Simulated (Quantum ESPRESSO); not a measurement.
TiAl under changes of volume

One of the cells (16.065 Å³/atom); the others are scaled copies at fixed shape and fractional positions:

```
Ti Al
1.0
     3.17906    0.00000    0.00000
     0.00000    3.17906    0.00000
     0.00000    0.00000    3.17906
Ti Al
1 1
Direct
  0.00000 0.00000 0.00000
  0.50000 0.50000 0.50000
```

The cell comes from a database or a generator and needn't be the stable form of this composition.

```yaml
Program: Quantum ESPRESSO 7.5
Functional: PBE
Potentials_or_basis: SSSP 1.3 efficiency PBE
Cutoff: 748 eV
Density_cutoff: 5987 eV
k_mesh: 8 × 8 × 8
Occupations: fermi-dirac, width 0.05 eV
Spin: no spin polarisation
```

| volume (Å³/atom) | energy over the lowest point (meV/atom) | pressure (GPa) |
| --- | --- | --- |
| 15.101 | 27.85 | 8.9 |
| 15.422 | 13.11 | 6.0 |
| 15.743 | 4.01 | 3.3 |
| 16.065 | 0.00 | 0.9 |
| 16.386 | ? | ? |
| 16.707 | 5.41 | -3.3 |
| 17.028 | 14.00 | -5.1 |

**Question.** What does the run at 16.386 Å³/atom give?

**Answer.** Energy over the lowest point 0.61 meV/atom; pressure -1.3 GPa.

Worked out: A Birch-Murnaghan fit of order 3 (a polynomial in V^(-2/3)) to the other rows has its minimum at 16.18 Å³/atom with B0 = V·E''(V) = 112 GPa and B' = 4.0. It gives 0.62 meV/atom at 16.386 Å³/atom, against the run's 0.61, and -dE/dV = -1.4 GPa, against -1.3.

Energies are extrapolated to zero smearing.
